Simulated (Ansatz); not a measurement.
# A strain series on CaO (rocksalt): uniaxial along x, other directions held

CaO built on the rocksalt prototype, relaxed with r2SCAN in the plane-wave code Ansatz, then strained (uniaxial along x, other directions held; changes of length per length, axes as in the cell below) with the atoms relaxed again within the symmetry that is left. The symmetry is Fm-3m (No. 225, cubic); a = 4.795 Å in the conventional setting, 13.78 Å³ an atom. Ca is surrounded by 6 O at 2.40 Å; O is surrounded by 6 Ca at 2.40 Å. Calculated for a static, non-magnetic cell.

```
Ca O
1.0
     0.00000    2.39755    2.39755
     2.39755    0.00000    2.39755
     2.39755    2.39755    0.00000
Ca O
1 1
Cartesian
  0.0000 0.0000 0.0000
  2.3976 2.3976 2.3976
```

Gaps are the least over each mesh (PBE 10×10×10, r2SCAN 10×10×10, HSE06 6×6×6 when unstrained) and the special points, which keep their unstrained names; stress is the change from the unstrained cell, compression positive.

| strain (%) | gap, PBE (eV) | gap, r2SCAN (eV) | gap, HSE06 (eV) | edges, HSE06 | stress along the strain, r2SCAN (GPa) | energy rise, r2SCAN (meV/atom) |
| --- | --- | --- | --- | --- | --- | --- |
| -3.0 | 3.517 | 4.058 | 5.192 | Γ → X | +8.41 | 10.1 |
| -0.87 | 3.617 | 4.162 | 5.281 | Γ → X | +2.13 | 0.8 |
| 0.0 | 3.653 | 4.199 | 5.312 | Γ → X | 0.00 | 0.0 |
| +5.98 | 3.591 | 4.130 | 5.245 | Γ → X | -9.53 | 27.9 |

Q: Estimate the row for a strain of -2.22 %.

A:

| strain (%) | gap, PBE (eV) | gap, r2SCAN (eV) | gap, HSE06 (eV) | edges, HSE06 | stress along the strain, r2SCAN (GPa) | energy rise, r2SCAN (meV/atom) |
| --- | --- | --- | --- | --- | --- | --- |
| -2.22 | 3.556 | 4.098 | 5.227 | Γ → X | +5.92 | 5.4 |

Between zero and the nearest strains the slope of the HSE06 gap against strain is +0.036 eV per percent for negative and -0.011 for positive strain; it falls either way, as happens when edge states split or other valleys take over.

The meshes of the hybrids are coarse, so their gaps aren't converged to the digits shown.
